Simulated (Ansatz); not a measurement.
# InSe: stress in a strained cell

Aim: deform InSe (equal xx and yy strain of +2 %) and compute stress, forces and field gradients with LAPW, PAW and all-electron datasets made for the crystal.

A COD entry behind a cell of this session may itself be a prediction, so a difference from it is no test against experiment.

Program: Ansatz 0.2.0. Level of theory: DFT PBE, scalar-relativistic. These are calculated values, not measurements.

### 1 The structure to begin with

It takes space group R3m (No. 160, trigonal). The conventional cell has a = 4.000 Å, b = 4.000 Å, c = 24.950 Å, α = 90.00°, β = 90.00°, γ = 120.00°. In (site symmetry 3m) is surrounded by 3 Se at 2.64 Å and 1 In at 2.80 Å. Around Se (site symmetry 3m) lie 3 In at 2.64 Å.

As a file:

```xyz
4
Lattice="2.0000 1.1547 8.3167 -2.0000 1.1547 8.3167 0.0000 -2.3094 8.3167" Properties=species:S:1:pos:R:3 pbc="T T T"
In    0.0000    0.0000    0.0000
In    0.0000    0.0000    2.7994
Se    0.0000    0.0000   15.3567
Se    0.0000    0.0000   20.7085
```

Atoms are numbered in the order of the input: In1, In2, Se3, Se4.

### 2 The deformed structure

Space group R3m before, R3m after.

### 3 Full-potential LAPW

input.yaml

```yaml
crystal:
  lattice:
    - [2.0399996433, 1.1777943432, 8.31667]
    - [-2.0399996433, 1.1777943432, 8.31667]
    - [0.0, -2.3555886865, 8.31667]
  atoms:
    - { symbol: In, position: [0.0, 0.0, 0.0] }
    - { symbol: In, position: [0.1122, 0.1122, 0.1122] }
    - { symbol: Se, position: [0.6155, 0.6155, 0.6155] }
    - { symbol: Se, position: [0.83, 0.83, 0.83] }
kpoints:
  mp_grid: { grid: [7, 7, 7] }
  band_path:
    path:
      - [0.0, 0.0, 0.0]
      - [-0.5, -0.5, -0.5]
      - [-0.5, -0.1800372, -0.8199628]
      - [-0.1800372, 0.1800372, -0.5]
      - [0.0, 0.0, -0.5]
      - [0.0, 0.0, 0.0]
      - [0.0, 0.3400186, -0.3400186]
      - [-0.3400186, 0.0, -0.6599814]
      - [-0.5, 0.0, -0.5]
    npoints: 5
scf:
  occupations: { method: fermi_dirac, width: 0.01 }
hamiltonian:
  xc: pbe
  pseudopotentials: { kind: all_electron, lapw: { basis_error: 0.001 } }
output:
  forces: true
  stress: true
  eigenvalues: true
```

On the command line:

```
$ ansatz run input.yaml --threads 1 --pin off --max-ram 4096MiB --backend cpu --events-out ev --progress --plain --runs-dir out
```

### 4 PAW on the default files

input.yaml

```yaml
crystal:
  lattice:
    - [2.0399996433, 1.1777943432, 8.31667]
    - [-2.0399996433, 1.1777943432, 8.31667]
    - [0.0, -2.3555886865, 8.31667]
  atoms:
    - { symbol: In, position: [0.0, 0.0, 0.0] }
    - { symbol: In, position: [0.1122, 0.1122, 0.1122] }
    - { symbol: Se, position: [0.6155, 0.6155, 0.6155] }
    - { symbol: Se, position: [0.83, 0.83, 0.83] }
kpoints:
  mp_grid: { grid: [7, 7, 7] }
scf:
  occupations: { method: fermi_dirac, width: 0.01 }
hamiltonian:
  xc: pbe
  pseudopotentials: { kind: paw }
output:
  forces: true
  stress: true
  eigenvalues: true
  efg: { contact_densities: true }
```

### 5 All-electron PAW on datasets made for the crystal

Changes to input.yaml since step 4:

```diff
@@ -16,3 +16,3 @@
   xc: pbe
-  pseudopotentials: { kind: paw }
+  pseudopotentials: { kind: all_electron, datasets: crystal }
 output:
```

(Steps that only read results are left out.)

What does the calculation give? Wanted: pressure; largest shear or deviatoric stress.

**Answer**, as computed:

| quantity | value |
| --- | --- |
| pressure | LAPW 0.79, PAW 0.79, crystal datasets 0.79 GPa |
| largest shear or deviatoric stress (LAPW) | 0.44 GPa |

What this shows: The largest part of the stress beyond the pressure is 0.44 GPa in size, in the zz component; the atoms are carried along and not relaxed. No run of the undeformed cell stands beside it, so the pressure holds what the given cell had before the change. PAW: stress within 0.01 GPa of LAPW, forces within 1 meV/Å. Crystal datasets: stress within 0.01 GPa of LAPW, forces within 1 meV/Å.
